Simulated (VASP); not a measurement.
Input of a VASP 6.6.1 run:

File INCAR:

```
SYSTEM = HgSe
PREC = Accurate
ENCUT = 520
EDIFF = 1E-6
ISMEAR = 0
SIGMA = 0.011
LREAL = .False.
LASPH = .True.
NELM = 60
ALGO = Normal
ISIF = 2
LWAVE = .False.
LCHARG = .True.
GGA = PE
LELF = .True.
LVHAR = .True.
NBANDS = 16
```

Contents of KPOINTS:

```
Automatic mesh
0
Gamma
  8 8 8
  0 0 0
```

File POSCAR:

```
HgSe
1.0
    0.0000000000      3.0390000000      3.0390000000
    3.0390000000      0.0000000000      3.0390000000
    3.0390000000      3.0390000000      0.0000000000
Hg Se
1 1
Direct
    0.0000000000      0.0000000000      0.0000000000
    0.7500000000      0.7500000000      0.7500000000
```

Potentials or basis: VASP PAW PBE potentials, release 64 (Hg, Se).

Launch:

```sh
$ cat potpaw_PBE.64/Hg/POTCAR potpaw_PBE.64/Se/POTCAR > POTCAR
$ mpirun -np 1 vasp_std > vasp.out
```

(1) Predict the pressure.

(2) Predict the band gap on the k mesh.

Answers

(1) 5.0 GPa.

(2) none (metal or under the smearing width).
